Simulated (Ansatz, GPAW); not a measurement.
## A Pd chain with two C atoms in line: relaxation, then transmission at several levels

How well does a Pd chain with two C atoms in line conduct once its atoms have relaxed, and how much do cheaper levels lose?

Main program and level: GPAW 26.7.0 and Ansatz 0.2.0; Ansatz plane waves; relaxation of the junction with the lead ends held, in the first sound run; inputs show where later runs differ.

## (1) The starting structure

The cell holds 18 atoms: 16 Pd and 2 C. Cell: a = 9.000 Å, b = 9.000 Å, c = 42.497 Å, α = 90.0°, β = 90.0°, γ = 90.0°. Regions: left lead, 8 atoms (8 Pd); channel, 2 atoms (2 C); right lead, 8 atoms (8 Pd). Vacuum lies along a and b. The structure is stacked along c, and the current runs across the ab planes.

## (2) Relaxing the atoms

Transmission follows bond lengths closely, so the atoms between the held lead ends are relaxed first, from a slightly shaken start that lets symmetry break.

File input.yaml:

```yaml
crystal:
  lattice:
    - [9.0, 0.0, 0.0]
    - [0.0, 9.0, 0.0]
    - [0.0, 0.0, 42.497]
  atoms:
    - { symbol: Pd, position: [0.5, 0.5, 0.029413841] }
    - { symbol: Pd, position: [0.5, 0.5, 0.0882415229] }
    - { symbol: Pd, position: [0.5, 0.5, 0.1470692049] }
    - { symbol: Pd, position: [0.5, 0.5, 0.2058968868] }
    - { symbol: Pd, position: [0.5, 0.5, 0.2647245688] }
    - { symbol: Pd, position: [0.5, 0.5, 0.3235522507] }
    - { symbol: Pd, position: [0.4985588666, 0.4962330108, 0.3828556206] }
    - { symbol: Pd, position: [0.4963072847, 0.5067130519, 0.4418599751] }
    - { symbol: C, position: [0.4988024569, 0.5019017191, 0.486077786] }
    - { symbol: C, position: [0.5094465647, 0.4969224511, 0.5158117564] }
    - { symbol: Pd, position: [0.5017258021, 0.4990681632, 0.5595634032] }
    - { symbol: Pd, position: [0.5016892477, 0.5035874695, 0.6172488182] }
    - { symbol: Pd, position: [0.5, 0.5, 0.6764477493] }
    - { symbol: Pd, position: [0.5, 0.5, 0.7352754312] }
    - { symbol: Pd, position: [0.5, 0.5, 0.7941031132] }
    - { symbol: Pd, position: [0.5, 0.5, 0.8529307951] }
    - { symbol: Pd, position: [0.5, 0.5, 0.9117584771] }
    - { symbol: Pd, position: [0.5, 0.5, 0.970586159] }
kpoints:
  mp_grid: { grid: [1, 1, 2] }
hamiltonian:
  xc: pbe
scf:
  occupations: { method: fermi_dirac, width: 0.1 }
relax:
  f_tol: 0.03
  max_steps: 80
  constraints: [{ sites: [0, 1, 2, 3, 4, 5, 12, 13, 14, 15, 16, 17] }]
```

Run with:

```bash
$ ansatz run input.yaml --threads 4 --pin off --max-ram 8192MiB --backend cpu --events-out ev --progress --plain --runs-dir out
```

Numbers of over 12 decimals in the logs are rounded to 6 here.

Log:

```text
Engine: ansatz 0.2.0, aarch64-unknown-linux-gnu
Pseudopotentials: kind: paw
Pseudopotential: Pd, paw, valence charge 18, recommended cutoff 420 eV (normal), Pd.paw.azcp
Pseudopotential: C, paw, valence charge 4, recommended cutoff 420 eV (normal), C.paw.azcp
Functional definition: PBE
  parameter kappa = 0.804
  parameter beta = 0.066725
  exchange = pbe_x(kappa = kappa, mu = beta*pi^2/3)
  correlation = pbe_c(beta = beta)
Crystal: 18 atoms, lattice volume = 3442.257 Å³
Basis set: ecut = 420 eV, 67243 PW (Γ), exchange–correlation on 128×128×576 points (8 copies of the dense FFT grid, shifted against one another)
Bands: 178, of which v1, the nominal top of the filled ones, is band 148 counted from 1 (147 counted from 0)
Symmetry: 1 space group operations
Space group: P1 (ITA 1), of the structure as read, at distance tolerance 1.5e-4 Å
k-points: 2
Non-local potential: Pd, projectors of the file, l = 0: 2, l = 1: 2, l = 2: 2, l = 3: 1
Non-local potential: C, projectors of the file, l = 0: 2, l = 1: 2, l = 2: 1
PAW form: soft (Blöchl's): semilocal exchange-correlation on the pseudo side does not see the compensation charge
PAW one-centre angular grid: Pd, 590 points (default); XC on 64 Gauss nodes
PAW one-centre angular grid: C, 110 points (default); XC on 64 Gauss nodes
Initial density: superposition of atomic densities (neutral atoms: chi_scale 0, normalization atom), corrected by the library's trained network
Initial wavefunctions: pseudopotential atomic-orbital guess
Functional: x = pbe(κ = 0.804, μ = 0.219515), c = pbe(β = 0.066725)
SCF iter   1: F=—  HF=-112024.749459 eV  |F-HF|=—  |Δ(HF+E_count)|=         —  Δρ=8.08e-3  dr2=1.26e1  ethr=1.77e-3  ⟨swp⟩=10.5  Hψ=1764  notcnv=0  defer=5
preconditioner: auto → LDOS  [metal: Δε(μ)=0.036 eV  Ē_g=4.145 eV  σ=0.100 eV  W_gap=0.09  n_scr=364 (ndim 8)  ℏωp=8.2 eV  f_vac=0.785  D(μ)=47.21/eV (n_scr^D=224)  β→1.0]
SCF iter   2: F=—  HF=-112024.310231 eV  |F-HF|=—  |Δ(HF+E_count)|=   4.39e-1  Δρ=3.90e-3  dr2=1.42e0  ethr=1.77e-3  ⟨swp⟩=2.5  Hψ=448  notcnv=0  defer=13
SCF iter   3: F=—  HF=-112024.385976 eV  |F-HF|=—  |Δ(HF+E_count)|=   7.57e-2  Δρ=1.77e-3  dr2=2.42e-1  ethr=4.78e-4  ⟨swp⟩=2.0  Hψ=372  notcnv=0  defer=13
SCF iter   4: F=—  HF=-112024.374625 eV  |F-HF|=—  |Δ(HF+E_count)|=   1.14e-2  Δρ=6.18e-4  dr2=2.95e-2  ethr=8.18e-5  ⟨swp⟩=1.0  Hψ=343  notcnv=0  defer=13
SCF iter   5: F=—  HF=-112024.378871 eV  |F-HF|=—  |Δ(HF+E_count)|=   4.25e-3  Δρ=4.43e-4  dr2=1.15e-2  ethr=9.96e-6  ⟨swp⟩=2.0  Hψ=503  notcnv=0  defer=13
SCF iter   6: F=—  HF=-112024.379998 eV  |F-HF|=—  |Δ(HF+E_count)|=   1.13e-3  Δρ=1.77e-4  dr2=2.21e-3  ethr=3.90e-6  ⟨swp⟩=2.0  Hψ=378  notcnv=0  defer=13
SCF iter   7: F=—  HF=-112024.380247 eV  |F-HF|=—  |Δ(HF+E_count)|=   2.49e-4  Δρ=8.38e-5  dr2=4.55e-4  ethr=7.46e-7  ⟨swp⟩=2.0  Hψ=472  notcnv=0  defer=13
SCF iter   8: F=—  HF=-112024.380292 eV  |F-HF|=—  |Δ(HF+E_count)|=   4.47e-5  Δρ=3.31e-5  dr2=8.05e-5  ethr=1.54e-7  ⟨swp⟩=2.0  Hψ=416  notcnv=0  defer=13
SCF iter   9: F=-112024.380324 eV  HF=-112024.380329 eV  |F-HF|=5.37e-6  |Δ(HF+E_count)|=   3.76e-5  Δρ=1.73e-5  dr2=1.80e-5  ethr=7.60e-9  ⟨swp⟩=5.0  Hψ=1324  notcnv=0
SCF 1 converged in 9 iterations: F = -112024.380324 eV  dr2 = 1.80e-5
  greatest PAW one-centre occupation: 1.000 electrons in one spin orbital (limit 2), on the Pd atom at site 6 (counted from 0), in its partial waves of l = 0
relax step   1: F+E_penalty+E_count = -112024.38032400 eV  Δ(F+E_penalty+E_count) = +0.000e0 eV  max|allowed force component| = 1.239e0 eV/Å  Δτ_max = 0.0000 Å  (9 SCF iters, dr2 threshold 2.25e-5 eV, accepted)
Initial density: handed on by an earlier stage of this run
Initial wavefunctions: those handed on with the density
iter 1 solved again at ethr=1.12e-4 eV; its pass at ethr=3.10e-3 eV (dr2=3.32e-1 eV) is discarded
SCF iter   1: F=—  HF=-112024.425188 eV  |F-HF|=—  |Δ(HF+E_count)|=         —  Δρ=1.95e-3  dr2=2.32e-1  ethr=1.12e-4  ⟨swp⟩=1.0  Hψ=1129  notcnv=0  defer=16
preconditioner: auto → LDOS  [metal: Δε(μ)=0.021 eV  Ē_g=4.193 eV  σ=0.100 eV  W_gap=0.05  n_scr=364 (ndim 8)  ℏωp=8.2 eV  f_vac=0.787  D(μ)=50.60/eV (n_scr^D=266)  β→1.0]
SCF iter   2: F=—  HF=-112024.406090 eV  |F-HF|=—  |Δ(HF+E_count)|=   1.91e-2  Δρ=8.71e-4  dr2=2.73e-2  ethr=7.84e-5  ⟨swp⟩=2.0  Hψ=601  notcnv=0  defer=16
SCF iter   3: F=—  HF=-112024.405952 eV  |F-HF|=—  |Δ(HF+E_count)|=   1.39e-4  Δρ=4.17e-4  dr2=1.06e-2  ethr=9.23e-6  ⟨swp⟩=2.0  Hψ=641  notcnv=0  defer=16
SCF iter   4: F=—  HF=-112024.405026 eV  |F-HF|=—  |Δ(HF+E_count)|=   9.26e-4  Δρ=2.35e-4  dr2=3.61e-3  ethr=3.58e-6  ⟨swp⟩=2.0  Hψ=602  notcnv=0  defer=16
SCF iter   5: F=—  HF=-112024.404928 eV  |F-HF|=—  |Δ(HF+E_count)|=   9.83e-5  Δρ=1.32e-4  dr2=1.38e-3  ethr=1.22e-6  ⟨swp⟩=2.5  Hψ=514  notcnv=0  defer=16
SCF iter   6: F=—  HF=-112024.404912 eV  |F-HF|=—  |Δ(HF+E_count)|=   1.54e-5  Δρ=5.40e-5  dr2=1.48e-4  ethr=4.68e-7  ⟨swp⟩=2.0  Hψ=512  notcnv=0  defer=16
SCF iter   7: F=-112024.404940 eV  HF=-112024.404943 eV  |F-HF|=3.31e-6  |Δ(HF+E_count)|=   3.12e-5  Δρ=2.31e-5  dr2=3.63e-5  ethr=3.24e-8  ⟨swp⟩=3.0  Hψ=1324  notcnv=0
SCF 2 converged in 7 iterations: F = -112024.404940 eV  dr2 = 3.63e-5
relax step   2: F+E_penalty+E_count = -112024.40494007 eV  Δ(F+E_penalty+E_count) = -2.462e-2 eV  max|allowed force component| = 3.417e-1 eV/Å  Δτ_max = 0.0538 Å  (7 SCF iters, dr2 threshold 9.60e-5 eV, accepted)
iter 1 solved again at ethr=7.28e-4 eV; its pass at ethr=3.10e-3 eV (dr2=2.15e0 eV) is discarded
SCF iter   1: F=—  HF=-112024.625242 eV  |F-HF|=—  |Δ(HF+E_count)|=         —  Δρ=4.94e-3  dr2=8.63e-1  ethr=7.28e-4  ⟨swp⟩=1.0  Hψ=1155  notcnv=0  defer=18
eigensolver tolerance schedule: the retry pair's looser diagonalisation over-reported the residual by 1.50 of it (diagonalisation noise at 0.85 of the residual, at the tolerance the schedule requests for it); recorded, not acted on — ethr = c·dr2/N_el stays at c = 1.0e-1
preconditioner: auto → LDOS  [metal: Δε(μ)=0.011 eV  Ē_g=4.218 eV  σ=0.100 eV  W_gap=0.03  n_scr=364 (ndim 8)  ℏωp=8.2 eV  f_vac=0.786  D(μ)=50.87/eV (n_scr^D=274)  β→1.0]
SCF iter   2: F=—  HF=-112024.538640 eV  |F-HF|=—  |Δ(HF+E_count)|=   8.66e-2  Δρ=3.01e-3  dr2=3.28e-1  ethr=2.91e-4  ⟨swp⟩=3.0  Hψ=660  notcnv=0  defer=18
SCF iter   3: F=—  HF=-112024.459294 eV  |F-HF|=—  |Δ(HF+E_count)|=   7.93e-2  Δρ=7.76e-4  dr2=3.20e-2  ethr=1.11e-4  ⟨swp⟩=2.0  Hψ=644  notcnv=0  defer=18
SCF iter   4: F=—  HF=-112024.456977 eV  |F-HF|=—  |Δ(HF+E_count)|=   2.32e-3  Δρ=4.71e-4  dr2=1.43e-2  ethr=1.08e-5  ⟨swp⟩=2.0  Hψ=603  notcnv=0  defer=18
SCF iter   5: F=—  HF=-112024.456638 eV  |F-HF|=—  |Δ(HF+E_count)|=   3.39e-4  Δρ=2.86e-4  dr2=6.24e-3  ethr=4.84e-6  ⟨swp⟩=2.0  Hψ=348  notcnv=0  defer=18
SCF iter   6: F=—  HF=-112024.458289 eV  |F-HF|=—  |Δ(HF+E_count)|=   1.65e-3  Δρ=1.32e-4  dr2=9.02e-4  ethr=2.11e-6  ⟨swp⟩=2.0  Hψ=524  notcnv=0  defer=18
SCF iter   7: F=—  HF=-112024.458262 eV  |F-HF|=—  |Δ(HF+E_count)|=   2.72e-5  Δρ=4.41e-5  dr2=3.46e-4  ethr=3.05e-7  ⟨swp⟩=2.0  Hψ=608  notcnv=0  defer=18
SCF iter   8: F=—  HF=-112024.458351 eV  |F-HF|=—  |Δ(HF+E_count)|=   8.94e-5  Δρ=3.37e-5  dr2=5.33e-5  ethr=1.17e-7  ⟨swp⟩=2.0  Hψ=349  notcnv=0  defer=18
SCF iter   9: F=—  HF=-112024.458348 eV  |F-HF|=—  |Δ(HF+E_count)|=   3.80e-6  Δρ=1.51e-5  dr2=2.92e-5  ethr=1.80e-8  ⟨swp⟩=2.0  Hψ=508  notcnv=0  defer=18
SCF iter  10: F=-112024.458347 eV  HF=-112024.458351 eV  |F-HF|=4.62e-6  |Δ(HF+E_count)|=   3.71e-6  Δρ=8.71e-6  dr2=6.25e-6  ethr=2.47e-9  ⟨swp⟩=3.0  Hψ=1131  notcnv=0
SCF 3 converged in 10 iterations: F = -112024.458347 eV  dr2 = 6.25e-6
  greatest PAW one-centre occupation: 1.000 electrons in one spin orbital (limit 2), on the Pd atom at site 11 (counted from 0), in its partial waves of l = 0
relax step   3: F+E_penalty+E_count = -112024.45834672 eV  Δ(F+E_penalty+E_count) = -5.341e-2 eV  max|allowed force component| = 5.886e-1 eV/Å  Δτ_max = 0.1962 Å  (10 SCF iters, dr2 threshold 7.30e-6 eV, accepted)
[...]
relax step   4: F+E_penalty+E_count = -112024.53862931 eV  Δ(F+E_penalty+E_count) = -8.028e-2 eV  max|allowed force component| = 5.578e-1 eV/Å  Δτ_max = 0.1997 Å  (9 SCF iters, dr2 threshold 2.63e-5 eV, accepted)
[...]
relax step   5: F+E_penalty+E_count = -112024.57359462 eV  Δ(F+E_penalty+E_count) = -3.497e-2 eV  max|allowed force component| = 1.525e-1 eV/Å  Δτ_max = 0.1950 Å  (8 SCF iters, dr2 threshold 1.00e-4 eV, accepted)
[...]
relax step   6: F+E_penalty+E_count = -112024.58406612 eV  Δ(F+E_penalty+E_count) = -1.047e-2 eV  max|allowed force component| = 4.921e-2 eV/Å  Δτ_max = 0.1186 Å  (11 SCF iters, dr2 threshold 1.74e-6 eV, accepted)
[...]
relax step   7: F+E_penalty+E_count = -112024.58473177 eV  Δ(F+E_penalty+E_count) = -6.656e-4 eV  max|allowed force component| = 6.902e-3 eV/Å  Δτ_max = 0.0294 Å  (10 SCF iters, accepted)
SCF iter   1: F=—  HF=-112024.592369 eV  |F-HF|=—  |Δ(HF+E_count)|=         —  Δρ=1.07e-3  dr2=4.35e-2  ethr=1.61e-4  ⟨swp⟩=3.0  Hψ=657  notcnv=0  defer=18
preconditioner: auto → LDOS  [metal: Δε(μ)=0.023 eV  Ē_g=4.208 eV  σ=0.100 eV  W_gap=0.06  n_scr=364 (ndim 8)  ℏωp=8.2 eV  f_vac=0.785  D(μ)=53.92/eV (n_scr^D=306)  β→1.0]
SCF iter   2: F=—  HF=-112024.587416 eV  |F-HF|=—  |Δ(HF+E_count)|=   4.95e-3  Δρ=6.51e-4  dr2=1.78e-2  ethr=1.47e-5  ⟨swp⟩=3.0  Hψ=687  notcnv=0  defer=18
SCF iter   3: F=—  HF=-112024.583491 eV  |F-HF|=—  |Δ(HF+E_count)|=   3.92e-3  Δρ=1.91e-4  dr2=2.94e-3  ethr=6.00e-6  ⟨swp⟩=2.0  Hψ=611  notcnv=0  defer=18
SCF iter   4: F=—  HF=-112024.583438 eV  |F-HF|=—  |Δ(HF+E_count)|=   5.34e-5  Δρ=1.03e-4  dr2=8.24e-4  ethr=9.94e-7  ⟨swp⟩=2.0  Hψ=504  notcnv=0  defer=18
SCF iter   5: F=—  HF=-112024.583530 eV  |F-HF|=—  |Δ(HF+E_count)|=   9.24e-5  Δρ=5.21e-5  dr2=1.79e-4  ethr=2.78e-7  ⟨swp⟩=2.0  Hψ=510  notcnv=0  defer=18
SCF iter   6: F=—  HF=-112024.583558 eV  |F-HF|=—  |Δ(HF+E_count)|=   2.77e-5  Δρ=2.58e-5  dr2=4.33e-5  ethr=6.06e-8  ⟨swp⟩=3.0  Hψ=515  notcnv=0  defer=18
SCF iter   7: F=—  HF=-112024.584939 eV  |F-HF|=—  |Δ(HF+E_count)|=   1.38e-3  Δρ=9.28e-6  dr2=4.34e-6  ethr=1.46e-8  ⟨swp⟩=2.0  Hψ=520  notcnv=0  defer=18
SCF iter   8: F=—  HF=-112024.584940 eV  |F-HF|=—  |Δ(HF+E_count)|=   1.83e-6  Δρ=3.76e-6  dr2=7.86e-7  ethr=1.47e-9  ⟨swp⟩=2.0  Hψ=523  notcnv=0  defer=18
SCF iter   9: F=—  HF=-112024.584941 eV  |F-HF|=—  |Δ(HF+E_count)|=   4.85e-7  Δρ=1.92e-6  dr2=2.34e-7  ethr=2.66e-10  ⟨swp⟩=2.0  Hψ=517  notcnv=0  defer=18
SCF iter  10: F=-112024.584941 eV  HF=-112024.584941 eV  |F-HF|=1.03e-8  |Δ(HF+E_count)|=   8.93e-8  Δρ=8.01e-7  dr2=3.48e-8  ethr=3.38e-11  ⟨swp⟩=5.0  Hψ=1209  notcnv=0
SCF 8 converged in 10 iterations: F = -112024.584941 eV  dr2 = 3.48e-8
relax step   8: F+E_penalty+E_count = -112024.58494091 eV  Δ(F+E_penalty+E_count) = -2.091e-4 eV  max|allowed force component| = 6.892e-3 eV/Å  Δτ_max = 0.0397 Å  (10 SCF iters, accepted)
SCF converged after 10 iterations
Free energy (F): -112024.584941 eV
Harris-Foulkes:  -112024.584941 eV  (|F-HF|=1.03e-8)
Internal energy: -112022.888306 eV  (E = F + TS)
E sigma→0 (E₀):  -112023.736623 eV
Entropy (-TS):   -1.696635 eV (-94.258 meV/atom)
Fermi energy:    -3.589160 eV
--- Per-component energies (eV) ---
  E_band       = -8667.900148
  E_kinetic    = 8399.821812
  E_local      = -101641.862660  (includes V_loc(G=0)·N_el)
  E_nonlocal   = 3572.477594
  E_hartree    = 44882.045799
  E_xc         = -2741.542719
  E_vxc        = -3428.061240  (∫ρ·V_xc dr)
  E_paw        = -60233.711951  (= ΣΔE_a)
  E_vpaw       = -5334.367048  (= ΣTr[D̂ρ^β])
  E_aug_tail   = 0.003263  (compensation charges beyond the density's cutoff)
  E_ewald      = -4260.119444
  E_smearing   = -1.696635  (= −TS)
  E_closure    = 0.000000  (closes the sum)
  Σ components = -112024.584941   (vs F -112024.584941, Δ=0.00e0)
--- Forces (eV/Å), atoms counted from 1 ---
  atom   1  Pd     0.00001421     0.00035847    -0.00219791
  atom   2  Pd     0.00002744     0.00049299     0.00249203
  atom   3  Pd     0.00007142     0.00185503     0.02781513
  atom   4  Pd    -0.00009498     0.00296526    -0.02421346
  atom   5  Pd    -0.00067745    -0.00860803    -0.02367398
  atom   6  Pd    -0.00052316     0.00386053     0.27338231
  atom   7  Pd    -0.00002553    -0.00081799     0.00186649
  atom   8  Pd     0.00359584    -0.00010371     0.00379653
  atom   9  C     -0.00496214    -0.00689166    -0.00613815
  atom  10  C      0.00084173     0.00627063     0.00674727
  atom  11  Pd     0.00322202     0.00126659    -0.00437828
  atom  12  Pd    -0.00027831    -0.00198017     0.00016122
  atom  13  Pd    -0.00169295    -0.00300548    -0.27457981
  atom  14  Pd     0.00213925     0.00957791     0.02238142
  atom  15  Pd    -0.00100481    -0.00273847     0.02504346
  atom  16  Pd    -0.00047798    -0.00174781    -0.02824460
  atom  17  Pd    -0.00009347    -0.00035079    -0.00250959
  atom  18  Pd    -0.00009753    -0.00035797     0.00228127
  max |Σ_I F_I| component: 4.54e-5 eV/Å
--- Relaxed structure (8 steps of the walk, 8 accepted, 0 SCFs on fresh bases) ---
  F+E_penalty+E_count = -112024.58494091 eV   max|allowed force component| = 6.892e-3 eV/Å
  atoms:
    - { symbol: Pd, position: [0.5, 0.5, 0.029413841] }
    - { symbol: Pd, position: [0.5, 0.5, 0.088242] }
    - { symbol: Pd, position: [0.5, 0.5, 0.147069] }
    - { symbol: Pd, position: [0.5, 0.5, 0.205897] }
    - { symbol: Pd, position: [0.5, 0.5, 0.264725] }
    - { symbol: Pd, position: [0.5, 0.5, 0.3235522507] }
    - { symbol: Pd, position: [0.498566, 0.472216, 0.384333] }
    - { symbol: Pd, position: [0.499256, 0.567466, 0.442154] }
    - { symbol: C, position: [0.497449, 0.513285, 0.485161] }
    - { symbol: C, position: [0.493591, 0.489296, 0.515005] }
    - { symbol: Pd, position: [0.478935, 0.436618, 0.557979] }
    - { symbol: Pd, position: [0.507200, 0.528912, 0.615709] }
    - { symbol: Pd, position: [0.5, 0.5, 0.6764477493] }
    - { symbol: Pd, position: [0.5, 0.5, 0.7352754312] }
    - { symbol: Pd, position: [0.5, 0.5, 0.7941031132] }
    - { symbol: Pd, position: [0.5, 0.5, 0.8529307951] }
    - { symbol: Pd, position: [0.5, 0.5, 0.9117584771] }
    - { symbol: Pd, position: [0.5, 0.5, 0.970586] }
```

Wall time 2.4 min (4 threads of Arm Neoverse V2, shared host); peak memory 5 GiB.

Step by step:

```csv
step,energy less that of the first step (eV),largest force component (eV/Å)
1,0.0000,1.2394
2,-0.0246,0.3417
3,-0.0780,0.5886
4,-0.1583,0.5578
5,-0.1933,0.1525
6,-0.2037,0.0492
7,-0.2044,0.0069
8,-0.2046,0.0069
```

The atoms that moved most (Å):

```csv
atom,dx,dy,dz,length
Pd11,-0.205,-0.562,-0.067,0.602
Pd8,0.027,0.547,0.012,0.548
Pd12,0.050,0.228,-0.065,0.242
Pd7,0.000,-0.216,0.063,0.225
C10,-0.143,-0.069,-0.034,0.162
C9,-0.012,0.102,-0.039,0.110
```

The relaxed structure:

```cif
data_structure
_symmetry_space_group_name_H-M 'P 1'
_symmetry_Int_Tables_number 1
_cell_length_a 9.0000
_cell_length_b 9.0000
_cell_length_c 42.4970
_cell_angle_alpha 90.000
_cell_angle_beta 90.000
_cell_angle_gamma 90.000
_cell_volume 3442.26
loop_
_atom_site_label
_atom_site_type_symbol
_atom_site_fract_x
_atom_site_fract_y
_atom_site_fract_z
_atom_site_occupancy
Pd1 Pd 0.50000 0.50000 0.02941 1
Pd2 Pd 0.50000 0.50000 0.08824 1
Pd3 Pd 0.50000 0.50000 0.14707 1
Pd4 Pd 0.50000 0.50000 0.20590 1
Pd5 Pd 0.50000 0.50000 0.26472 1
Pd6 Pd 0.50000 0.50000 0.32355 1
Pd7 Pd 0.49857 0.47222 0.38433 1
Pd8 Pd 0.49926 0.56747 0.44215 1
C9 C 0.49745 0.51328 0.48516 1
C10 C 0.49359 0.48930 0.51500 1
Pd11 Pd 0.47893 0.43662 0.55798 1
Pd12 Pd 0.50720 0.52891 0.61571 1
Pd13 Pd 0.50000 0.50000 0.67645 1
Pd14 Pd 0.50000 0.50000 0.73528 1
Pd15 Pd 0.50000 0.50000 0.79410 1
Pd16 Pd 0.50000 0.50000 0.85293 1
Pd17 Pd 0.50000 0.50000 0.91176 1
Pd18 Pd 0.50000 0.50000 0.97059 1
```

This step gave:

| Item | Value |
| --- | --- |
| free energy | -112024.5849 eV |
| smearing term TS | 1.697 eV |
| symmetry operations | 1 |

The relaxation lowered the energy of the cell by 0.205 eV.

[end of part 1 of 4]

[Logs are printed without paths, hosts, clocks, repeated set-up lines and the standing remarks that a program may print on its own settings, such as how far it seeks lower states.]

[Hosts, paths, dates, database ids (printed as entryN), source tags and the programs' standing remarks are cut or masked in the printed files.]
